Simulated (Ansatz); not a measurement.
# Si2Mo (I4/mmm) in Ansatz: a series of runs

Aim: see how the results for Si2Mo move with the level of theory and the settings. Levels: PBEsol-PBE, SVWN5, PBEsol, PBE. Tasks: band structure, projected density of states, single point, equation of state, optical spectrum.

Program: Ansatz 0.2.0. These are calculated values, not measurements. Logs are shortened: lines on timing, memory, paths and dates and some standing lists are left out, and cuts for length are marked.

### 1 Starting point

The structure is tetragonal, space group I4/mmm (No. 139). Conventional cell: a = 3.200 Å, b = 3.200 Å, c = 7.861 Å, α = 90.00°, β = 90.00°, γ = 90.00°. Mo (site symmetry 4/mmm) is surrounded by 10 Si at 2.62 Å. Around Si (site symmetry 4mm) lie 5 Si at 2.61 to 2.63 Å and 5 Mo at 2.62 Å.

### 2 Band structure, PBEsol-PBE, non-collinear spin, random start, spin-orbit coupling

Contents of input.yaml:

```yaml
crystal:
  lattice:
    - [-1.6, 1.6, 3.9305]
    - [1.6, -1.6, 3.9305]
    - [1.6, 1.6, -3.9305]
  atoms:
    - { symbol: Mo, position: [0.0, 0.0, 0.0], spin: 0.45, spin_axis: [-0.988559, 0.024436, -0.148839] }
    - { symbol: Si, position: [0.667, 0.667, 0.0] }
    - { symbol: Si, position: [0.333, 0.333, 0.0] }
kpoints:
  mp_grid: { grid: [9, 9, 9] }
  band_path:
    path:
      - [0.0, 0.0, 0.0]
      - [-0.5, 0.5, 0.0]
      - [-0.5, 0.5, -0.0828541695]
      - [-0.2914270847, 0.2914270847, -0.2914270847]
      - [0.0, 0.0, 0.0]
      - [0.5, 0.5, -0.5]
      - [0.2914270847, 0.7085729153, -0.7085729153]
      - [0.0, 0.5, -0.5]
    npoints: 10
scf:
  occupations: { method: fermi_dirac, width: 0.15 }
hamiltonian:
  xc: { exchange: pbesol, correlation: pbe }
  pseudopotentials: { kind: all_electron, lapw: { basis_error: 0.001 } }
magnetization:
  noncollinear: true
  spin_orbit: true
output:
  forces: true
  stress: true
  eigenvalues: true
```

Potentials or basis: all-electron LAPW, relativistic spinors.

Run with:

```bash
ansatz run input.yaml --threads 2 --pin off --max-ram 5120MiB --backend cpu --events-out ev --progress --plain --runs-dir out
```

What it wrote:

```text
Warning: RAYON_NUM_THREADS=2 ignored (pool sized by the plan → 2); use --threads N
LAPW: plane waves up to 7.725 Å⁻¹, error target 1.0e-3 eV per atom; Dirac's equation on spinors; Si in spheres of 1.162 Å, 12 of its electrons in bands; Mo in spheres of 1.454 Å, 24 of its electrons in bands (how accurate: hamiltonian.pseudopotentials.lapw.basis_error, Limitations)
Engine: ansatz 0.2.0, aarch64-unknown-linux-gnu
Pseudopotentials: kind: all_electron
Pseudopotential: Mo, LAPW, valence charge 24, lapw/all_electron/dirac/gaussian/Mo, Dirac's equation, gaussian nucleus
Pseudopotential: Si, LAPW, valence charge 12, lapw/all_electron/dirac/gaussian/Si, Dirac's equation, gaussian nucleus
Functional definition: unnamed
  exchange = pbe_x(mu = 0.12345679012345678)
  correlation = pbe_c
Crystal: 3 atoms, lattice volume = 40.248 Å³
Basis set: ecut = 227.36464546296963 eV, 309 PW (Γ), FFT grids on a1+a3, a2+a3, a3, exchange–correlation at level 2
Bands: 58, of which v1, the nominal top of the filled ones, is band 48 counted from 1 (47 counted from 0)
Symmetry: 2 space group operations
Magnetic group: BNS 2.4 (UNI 4), of the structure as read, at distance tolerance 3.4e-5 Å
k-points: 365 of 729
Non-local potential: Mo, projectors of the file, none
Non-local potential: Si, projectors of the file, none
Initial density: superposition of atomic densities (chi_scale 0.1, normalization cell)
Starting moments: Σ|m| = 0.45 μB on 1 of 3 sites
Initial wavefunctions: plane waves of lowest kinetic energy (no species holds an atomic orbital)
Functional: x = pbesol(κ = 0.804, μ = 0.12345679012345678), c = pbe(β = 0.06672455060314922)
iter 1 solved again at ethr=1.85e-3 eV; its pass at ethr=1.00e-1 eV (dr2=8.86e-1 eV) is discarded
SCF iter   1: F=—  HF=-125881.934286 eV  |F-HF|=—  |Δ(HF+E_count)|=         —  Δρ=4.36e-2  dr2=8.89e-1  dr2_m=1.58e-2  ethr=1.85e-3  |M|=5.42e-2 ∫|m|=1.13e-1 μB  β_m=0.30  ⟨swp⟩=2.0  Hψ=140587  notcnv=0
preconditioner: auto → Kerker (q_TF=auto, 2.810 Å⁻¹)  [metal: Δε(μ)=0.055 eV  Ē_g=8.586 eV  σ=0.150 eV  W_gap=0.09  n_scr=14 (ndim 8)  ℏωp=21.9 eV  f_vac=0.000  D(μ)=0.62/eV (n_scr^D=2)]
spin=Noncollinear: Kerker preconditioning applied to the charge; magnetization (m_x, m_y, m_z) channels mix plain (no charge-response kernel on spin).
[... 24 lines left out ...]
  site 0: m = (-0.0000, +0.0000, -0.0000) μB, |m| = 0.0000 μB  (R = 1.45 Å)
  site 1: m = (-0.0000, +0.0000, -0.0000) μB, |m| = 0.0000 μB  (R = 1.16 Å)
  site 2: m = (-0.0000, +0.0000, -0.0000) μB, |m| = 0.0000 μB  (R = 1.16 Å)
Free energy (F): -125880.976108 eV
Harris-Foulkes:  -125880.976108 eV  (|F-HF|=7.28e-11)
Internal energy: -125880.944634 eV  (E = F + TS)
E sigma→0 (E₀):  -125880.960371 eV
Entropy (-TS):   -0.031474 eV (-10.491 meV/atom)
Fermi energy:    18.044814 eV
--- Per-component energies (eV) ---
  E_band       = -3322.073908
  E_kinetic    = 129979.101813
  E_xc         = -4411.866550
  E_electrostatic = -251448.179897  (all electrons and nuclei)
  E_smearing   = -0.031474  (= −TS)
  E_closure    = 0.000000  (closes the sum)
  E_atoms      = -125855.116657  (free atoms, spherical and without spin; not in F)
  Σ components = -125880.976108   (vs F -125880.976108, Δ=0.00e0)
  Basis errors (estimates in eV, not in F): energy 3.0e-4 per atom: plane waves 2.6e-4 (1.4e-4 summed), levels above the bands 3.2e-18, relativity 1.8e-8, radial functions 4.3e-5, core shells 8.0e-7; eigenvalues (radial functions only) 1.6e-6; not estimated: angular momenta, meshes, grids; target (lapw.basis_error) 1.0e-3; muffin-tin radii Si 1.162 Å, Mo 1.454 Å
--- Forces (eV/Å), atoms counted from 1 ---
  atom   1  Mo     0.00000000     0.00000000     0.00000000
  atom   2  Si     0.00000054     0.00000016    -0.29408498
  atom   3  Si    -0.00000054    -0.00000016     0.29408498
  max |Σ_I F_I| component: 0.00e0 eV/Å
--- Stress (GPa, compression-positive) ---
       -4.112081       0.000001       0.000001
        0.000001      -4.112081      -0.000001
        0.000001      -0.000001      -4.586174
  P = ⅓ Tr σ = -4.2701 GPa (-42.701 kbar)
--- Band table (eV; the first three rows and the last of 365) ---
  k-point 0: bands = ["-201.1657", "-201.1657", "-201.1558", "-201.1558", "-197.8512", "-197.8512", "-197.8383", "-197.8383", "-197.8285", "-197.8285", "-115.9212", "-115.9212", "-115.9193", "-115.9193", "-72.5940", "-72.5940", "-72.5885", "-72.5885", "-71.9538", "-71.9538", "-71.9487", "-71.9487", "-71.9443", "-71.9443", "-71.9379", "-71.9379", "-42.5535", "-42.5535", "-18.3981", "-18.3981", "-15.9443", "-15.9443", "-15.8659", "-15.8659", "4.5815", "4.5815", "11.6751", "11.6751", "14.6065", "14.6065", "14.9719", "14.9719", "15.3771", "15.3771", "15.4335", "15.4335", "18.4949", "18.4949", "21.0371", "21.0371", "21.1489", "21.1489", "21.6358", "21.6358", "21.7659", "21.7659", "22.1139", "22.1139"]
  k-point 1: bands = ["-201.1657", "-201.1657", "-201.1558", "-201.1558", "-197.8512", "-197.8512", "-197.8383", "-197.8383", "-197.8285", "-197.8285", "-115.9211", "-115.9211", "-115.9194", "-115.9194", "-72.5937", "-72.5937", "-72.5888", "-72.5888", "-71.9535", "-71.9535", "-71.9492", "-71.9492", "-71.9440", "-71.9440", "-71.9381", "-71.9381", "-42.5492", "-42.5492", "-18.4115", "-18.4115", "-15.9505", "-15.9505", "-15.8960", "-15.8960", "4.9610", "4.9610", "12.0050", "12.0050", "13.7104", "13.7104", "14.5262", "14.5262", "15.0889", "15.0889", "16.3430", "16.3430", "17.2514", "17.2514", "20.4247", "20.4248", "21.4114", "21.4114", "21.6070", "21.6070", "21.8380", "21.8380", "22.6204", "22.6204"]
  k-point 2: bands = ["-201.1657", "-201.1657", "-201.1558", "-201.1558", "-197.8512", "-197.8512", "-197.8383", "-197.8383", "-197.8285", "-197.8285", "-115.9209", "-115.9209", "-115.9196", "-115.9196", "-72.5931", "-72.5931", "-72.5895", "-72.5895", "-71.9530", "-71.9530", "-71.9502", "-71.9502", "-71.9433", "-71.9433", "-71.9386", "-71.9386", "-42.5382", "-42.5382", "-18.4452", "-18.4452", "-15.9711", "-15.9711", "-15.9629", "-15.9629", "6.0325", "6.0325", "12.5698", "12.5698", "12.9618", "12.9618", "13.0747", "13.0747", "15.4422", "15.4422", "15.5460", "15.5460", "16.4926", "16.4926", "20.6765", "20.6765", "21.4306", "21.4306", "21.7139", "21.7139", "21.8779", "21.8779", "22.6979", "22.6979"]
  k-point 364: bands = ["-201.1657", "-201.1657", "-201.1558", "-201.1558", "-197.8512", "-197.8512", "-197.8383", "-197.8383", "-197.8285", "-197.8285", "-115.9207", "-115.9207", "-115.9198", "-115.9198", "-72.5926", "-72.5926", "-72.5902", "-72.5902", "-71.9527", "-71.9527", "-71.9507", "-71.9507", "-71.9426", "-71.9426", "-71.9392", "-71.9392", "-42.5320", "-42.5320", "-18.4654", "-18.4654", "-16.0261", "-16.0261", "-15.9569", "-15.9569", "7.0824", "7.0824", "10.8881", "10.8881", "12.6302", "12.6302", "14.3535", "14.3535", "15.1690", "15.1690", "15.5609", "15.5609", "15.9421", "15.9421", "19.9964", "19.9964", "20.4427", "20.4427", "21.7424", "21.7424", "22.3879", "22.3879", "23.2353", "23.2353"]
```

It took 15 min on 2 threads of Arm Neoverse V1, shared host; peak memory 2.8 GiB.

Results:

| Item | Value |
| --- | --- |
| Free energy | -125880.9761 eV |
| Pressure | -4.3 GPa |
| Largest force | 0.294 eV/Å |
| Band gap along the path | none (metal or under the smearing width) |
| Net moment | 0.00 μB per cell |
| Absolute moment | 0.00 μB per cell |

Forces on the atoms (eV/Å):
```
Mo   0.000  0.000  0.000
Si   0.000  0.000 -0.294
Si   0.000  0.000  0.294
```

Levels at the corners of the path, in eV from the Fermi level:
```csv
point,band 46,band 47,band 48,band 49,band 50,band 51
Γ,-2.61,0.45,0.45,2.99,2.99,3.10
X,-3.07,-1.18,-1.18,2.34,2.34,2.74
Y,-2.94,-1.75,-1.75,1.78,1.78,1.98
S,-2.32,-0.41,-0.41,1.51,1.51,3.03
Γ,-2.61,0.45,0.45,2.99,2.99,3.10
Z,-0.55,-0.53,-0.53,-0.46,-0.46,0.59
S1,-2.32,-0.41,-0.41,1.51,1.51,3.03
N,-2.49,-0.50,-0.50,2.28,2.28,3.05
```

Moments on the atoms (μB; x, y, z):
```
Mo  0.00 0.00 0.00
Si  0.00 0.00 0.00
Si  0.00 0.00 0.00
```

Caveat: the k mesh is thin for a metal, which can move the energy by tens of meV per atom; the starting moments weren't kept.

### 3 Projected density of states, SVWN5, collinear spin, ferromagnetic start (volume scaled by 1.04)

Contents of input.yaml:

```yaml
crystal:
  lattice:
    - [-1.6210550461, 1.6210550461, 3.9822230367]
    - [1.6210550461, -1.6210550461, 3.9822230367]
    - [1.6210550461, 1.6210550461, -3.9822230367]
  atoms:
    - { symbol: Mo, position_ang: [0.0, 0.0, 0.0], spin: 1.0 }
    - { symbol: Si, position_ang: [0.0, 0.0, 5.312285531] }
    - { symbol: Si, position_ang: [0.0, 0.0, 2.6521605424] }
kpoints:
  mp_grid: { grid: [12, 12, 12] }
  band_path:
    path:
      - [0.0, 0.0, 0.0]
      - [0.0, 0.0, 0.5]
      - [-0.0828541695, 0.0828541695, 0.5]
      - [-0.2914270847, 0.2914270847, 0.2914270847]
      - [0.0, 0.0, 0.0]
      - [0.5, 0.5, -0.5]
      - [0.2914270847, 0.7085729153, -0.2914270847]
      - [0.0, 0.5, 0.0]
    npoints: 10
scf:
  occupations: { method: gaussian, width: 0.025 }
  lower_state_search: "off"
hamiltonian:
  xc: { exchange: slater, correlation: vwn5 }
  pseudopotentials: { kind: all_electron, lapw: { basis_error: 0.001 } }
magnetization:
  spin_polarized: true
output:
  forces: true
  stress: true
  eigenvalues: true
  fatbands: true
  dos: { projected: true, de: 0.1, e_range: [-10, 8] }
  populations: true
```

Potentials or basis: all-electron LAPW, scalar-relativistic.

Run with:

```bash
ansatz run input.yaml --threads 2 --pin off --max-ram 6144MiB --backend cpu --events-out ev --progress --plain --runs-dir out
```

What it wrote:

```text
Warning: RAYON_NUM_THREADS=2 ignored (pool sized by the plan → 2); use --threads N
Mo: projections on atomic orbitals take those of the free atom 1s2 2s2 2p6 3s2 3p6 3d10 4s2 4p6 4d5 5s1, of charge +0.00 (hamiltonian.pseudopotentials.projection_atoms)
Si: projections on atomic orbitals take those of the free atom 1s2 2s2 2p6 3s2 3p2, of charge +0.00 (hamiltonian.pseudopotentials.projection_atoms)
LAPW: plane waves up to 7.532 Å⁻¹, error target 1.0e-3 eV per atom; small_component_spin mean_spin; Si in spheres of 1.183 Å, 12 of its electrons in bands, Dirac shells []; Mo in spheres of 1.467 Å, 24 of its electrons in bands, Dirac shells [] (how accurate: hamiltonian.pseudopotentials.lapw.basis_error, Limitations)
Engine: ansatz 0.2.0, aarch64-unknown-linux-gnu
Pseudopotentials: kind: all_electron
[... 78 lines left out ...]
  k-point 1 ↑: bands = ["-200.5025", "-200.4847", "-200.4700", "-200.4639", "-200.4639", "-116.4637", "-116.4621", "-73.3222", "-73.3219", "-73.3183", "-73.3179", "-73.3085", "-73.3029", "-43.5635", "-17.7567", "-17.6862", "-17.6843", "4.1702", "11.1819", "12.9729", "14.0416", "14.2627", "15.1591", "16.7512", "19.3229", "20.3124", "20.6009", "20.6624", "21.3050", "22.4579"]
  k-point 2 ↑: bands = ["-200.5025", "-200.4847", "-200.4700", "-200.4639", "-200.4639", "-116.4636", "-116.4622", "-73.3224", "-73.3211", "-73.3194", "-73.3179", "-73.3082", "-73.3031", "-43.5579", "-17.7488", "-17.7246", "-17.7187", "4.7701", "11.6271", "12.3070", "13.0421", "14.4480", "15.3587", "15.6820", "19.0312", "20.3032", "20.6567", "20.7592", "21.4795", "23.9730"]
  k-point 162 ↓: bands = ["-200.5025", "-200.4847", "-200.4700", "-200.4639", "-200.4639", "-116.4634", "-116.4624", "-73.3224", "-73.3224", "-73.3177", "-73.3177", "-73.3061", "-73.3055", "-43.5650", "-17.7792", "-17.6730", "-17.6730", "5.7121", "7.3261", "13.7685", "14.8828", "16.5102", "16.5102", "16.5567", "16.5567", "17.5909", "21.4744", "21.6424", "23.0014", "25.2980"]
--- Löwdin populations: 3 sites ---
  site symbol       q [e]    m [muB]
     0     Mo     42.0497     0.0000
     1     Si     13.8811    -0.0000
     2     Si     13.8811    -0.0000
  spilling = 0.002688 (of n_electrons = 70.000000)
```

bands.tsv:

```text
[... 85 lines left out ...]
```

dos.tsv:

```text
# E-E_F[eV]	g_bin_mean(E)[states/eV]	N(E)	g_bin_mean_up(E)	g_bin_mean_dn(E)	N_up(E)	N_dn(E)
# format = ansatz-dos/2
# fermi_ev = 17.116583
# fermi_mp_grid = 12 12 12
# fermi_mp_shift = 0 0 0
# tetrahedron_fermi_ev = 17.051540
# g_bin_mean(E): the states in a bin one row spacing wide, centred on E, divided by that spacing. States that the method places at a single energy (under output.dos.method: tetrahedron, those of a tetrahedron whose four corners have one energy) are counted whole in the row whose bin holds that energy (on the edge of two bins, in the lower row). The sum of g_bin_mean over a run of rows, times the row spacing, is the number of states from half a spacing under the first of them to half a spacing over the last (a plain sum, not the trapezoid rule).
-10.000000	5.880589e-1	3.521233e1	2.940295e-1	2.940294e-1	1.760617e1	1.760617e1
-9.900000	6.119922e-1	3.527217e1	3.059961e-1	3.059961e-1	1.763608e1	1.763608e1
-9.800000	6.686147e-1	3.533555e1	3.343074e-1	3.343073e-1	1.766778e1	1.766778e1
-9.700000	8.756342e-1	3.541020e1	4.378172e-1	4.378170e-1	1.770510e1	1.770510e1
-9.600000	8.486169e-1	3.550190e1	4.243085e-1	4.243084e-1	1.775095e1	1.775095e1
-9.500000	7.467459e-1	3.558057e1	3.733730e-1	3.733729e-1	1.779029e1	1.779029e1
[... 173 lines left out ...]
7.900000	4.374522e-3	5.999947e1	2.187259e-3	2.187263e-3	2.999974e1	2.999974e1
8.000000	2.474854e-3	5.999981e1	1.237425e-3	1.237429e-3	2.999990e1	2.999990e1
```

It took 82 s on 2 threads of Arm Neoverse V1, shared host; peak memory 0.94 GiB.

What came out:

```yaml
Free_energy: -125797.5577 eV
Pressure: -13.4 GPa
Largest_force: 0.431 eV/Å
Band_gap_along_the_path: none (metal or under the smearing width)
Net_moment: 0.00 μB per cell
Absolute_moment: 0.00 μB per cell
```

Forces on the atoms (eV/Å):
```
Mo   0.000  0.000  0.000
Si   0.000  0.000 -0.431
Si   0.000  0.000  0.431
```

Stress tensor (GPa, compression positive):
```
-12.52   0.00   0.00
  0.00 -12.52   0.00
  0.00   0.00 -15.31
```

Levels at the corners of the path, in eV from the Fermi level:
Spin up:
| point | band 20 | band 21 | band 22 | band 23 | band 24 | band 25 | band 26 | band 27 | band 28 | band 29 |
| --- | --- | --- | --- | --- | --- | --- | --- | --- | --- | --- |
| Γ | -3.57 | -2.91 | -2.59 | -2.59 | 0.35 | 2.74 | 3.28 | 3.47 | 3.47 | 3.80 |
| X | -5.52 | -5.35 | -4.38 | -2.95 | -1.13 | 2.09 | 2.45 | 2.79 | 3.09 | 4.77 |
| Y | -5.41 | -4.39 | -3.89 | -2.83 | -1.70 | 1.62 | 1.78 | 2.33 | 4.46 | 5.44 |
| S | -6.60 | -2.71 | -2.35 | -2.27 | -0.43 | 1.38 | 3.02 | 3.43 | 4.15 | 4.31 |
| Γ | -3.57 | -2.91 | -2.59 | -2.59 | 0.35 | 2.74 | 3.28 | 3.47 | 3.47 | 3.80 |
| Z | -3.35 | -2.23 | -0.61 | -0.61 | -0.56 | -0.56 | 0.47 | 4.36 | 4.53 | 5.88 |
| S1 | -6.60 | -2.71 | -2.35 | -2.27 | -0.43 | 1.38 | 3.02 | 3.43 | 4.15 | 4.31 |
| N | -4.80 | -4.35 | -2.54 | -2.43 | -0.51 | 2.04 | 2.89 | 3.63 | 4.07 | 5.39 |
Spin down:
| point | band 21 | band 22 | band 23 | band 24 | band 25 | band 26 | band 27 | band 28 |
| --- | --- | --- | --- | --- | --- | --- | --- | --- |
| Γ | -2.91 | -2.59 | -2.59 | 0.35 | 2.74 | 3.28 | 3.47 | 3.47 |
| X | -5.35 | -4.38 | -2.95 | -1.13 | 2.09 | 2.45 | 2.79 | 3.09 |
| Y | -4.39 | -3.89 | -2.83 | -1.70 | 1.62 | 1.78 | 2.33 | 4.46 |
| S | -2.71 | -2.35 | -2.27 | -0.43 | 1.38 | 3.02 | 3.43 | 4.15 |
| Γ | -2.91 | -2.59 | -2.59 | 0.35 | 2.74 | 3.28 | 3.47 | 3.47 |
| Z | -2.23 | -0.61 | -0.61 | -0.56 | -0.56 | 0.47 | 4.36 | 4.53 |
| S1 | -2.71 | -2.35 | -2.27 | -0.43 | 1.38 | 3.02 | 3.43 | 4.15 |
| N | -4.35 | -2.54 | -2.43 | -0.51 | 2.04 | 2.89 | 3.63 | 4.07 |

States per cell in windows of 1 eV (zero at the Fermi level; states under -8 eV left out):
```
from (eV)    up  down  Mo1 4d up  Mo1 4d down  Si2 3p up  Si2 3p down  Si3 3p up  Si3 3p down
     -8.0  0.34  0.34       0.08         0.08       0.06         0.06       0.06         0.06
     -7.0  0.25  0.25       0.07         0.07       0.05         0.05       0.05         0.05
     -6.0  0.63  0.63       0.15         0.15       0.21         0.21       0.21         0.21
     -5.0  0.45  0.45       0.14         0.14       0.12         0.12       0.12         0.12
     -4.0  0.77  0.77       0.35         0.35       0.14         0.14       0.14         0.14
     -3.0  1.76  1.76       1.01         1.01       0.30         0.30       0.30         0.30
     -2.0  1.00  1.00       0.56         0.56       0.19         0.19       0.19         0.19
     -1.0  0.37  0.37       0.30         0.30       0.03         0.03       0.03         0.03
      0.0  0.33  0.33       0.18         0.18       0.05         0.05       0.05         0.05
      1.0  0.98  0.98       0.58         0.58       0.11         0.11       0.11         0.11
      2.0  0.89  0.89       0.40         0.40       0.13         0.13       0.13         0.13
      3.0  1.01  1.01       0.32         0.32       0.16         0.16       0.16         0.16
      4.0  0.94  0.94       0.19         0.19       0.19         0.19       0.19         0.19
      5.0  0.85  0.85       0.14         0.14       0.19         0.19       0.19         0.19
      6.0  0.78  0.78       0.10         0.10       0.18         0.18       0.18         0.18
      7.0  0.22  0.22       0.02         0.02       0.05         0.05       0.05         0.05
```

Caveat: the starting moments weren't kept.

[end of part 1 of 3]
